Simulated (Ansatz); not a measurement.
**Lanthanum, fcc under m-r²SCAN: ground state and equation of state**

The plan for lanthanum in the fcc structure: relax it, solve it on a dense k-mesh, then scale the cell to 7 volumes from 88 to 112 % of the relaxed one and try a fit of the equation of state. The start is ferromagnetic. The k-meshes are 10×10×10 for the relaxation; 17×17×17 for the dense run; 17×17×17 for the volumes.

Program: Ansatz 0.2.0. Level of theory: DFT m-r2SCAN, plane waves (500 eV) with PAW, scalar-relativistic; the PAW data stem from PBE, with regenerated cores; m-r²SCAN is r²SCAN on the gauge-invariant kinetic-energy density. These are calculated values, not measurements.

## Step 1: Starting point

The structure is cubic, space group Fm-3m (No. 225). The conventional cell has a = 5.309 Å, b = 5.309 Å, c = 5.309 Å, α = 90.00°, β = 90.00°, γ = 90.00°. La (site symmetry m-3m) is surrounded by 12 La at 3.75 Å.

Structure file:

```
La
1.0
     0.00000    2.65465    2.65465
     2.65465    0.00000    2.65465
     2.65465    2.65465    0.00000
La
1
Direct
  0.00000 0.00000 0.00000
```

Starting moments (μB): +1.

## Step 2: Relaxing cell and atoms

Input file input.yaml:

```yaml
crystal:
  lattice:
    - [0.0, 2.6546496237, 2.6546496237]
    - [2.6546496237, 0.0, 2.6546496237]
    - [2.6546496237, 2.6546496237, 0.0]
  atoms:
    - { symbol: La, position: [0.0, 0.0, 0.0], spin: 1.0 }
hamiltonian:
  xc: mr2scan
  pseudopotentials:
    kind: paw
    azcp:
      La: "pseudopotentials/La.paw.azcp"
basis:
  ecutwfc: 500
  fft_grid_basis: typed
kpoints:
  mp_grid: { grid: [10, 10, 10], shift: [0, 0, 0] }
magnetization:
  spin_polarized: true
scf:
  occupations: { method: fermi_dirac, width: 0.05 }
relax:
  max_steps: 60
  f_tol: 0.01
  cell: {}
```

After this run come: Dense single point; Volume × 0.88; Volume × 0.92; Volume × 0.96; Volume × 1.0; Volume × 1.04; Volume × 1.08; Volume × 1.12.

Before running it: what results should come out? Wanted: space group; conventional cell; volume; shortest distance; gap on the mesh; magnetic state; relative to dhcp; V₀, B₀, B₀′.

The runs gave:

| quantity | value |
| --- | --- |
| space group (spins left aside) | Fm-3m (No. 225) |
| conventional cell | a = 5.312 Å |
| volume | 37.480 Å³/atom |
| shortest distance | 3.756 Å |
| gap on the mesh | none (levels filled in part) |
| magnetic state | non-magnetic |
| relative to dhcp | +13 meV/atom |
| V₀, B₀, B₀′ | 36.815 Å³/atom, 22 GPa, 3.0 |

**Reading.** The relaxation enlarged the cell by 0.2 % in volume. It lies 13 meV/atom above the element's reference form at the same level (dhcp, from a run of its own). The starting moments do not survive. Levels at the Fermi energy are filled in part, as in a metal. The fitted modulus is 22 GPa. Relaxation kept the symmetry; phonons were not checked.
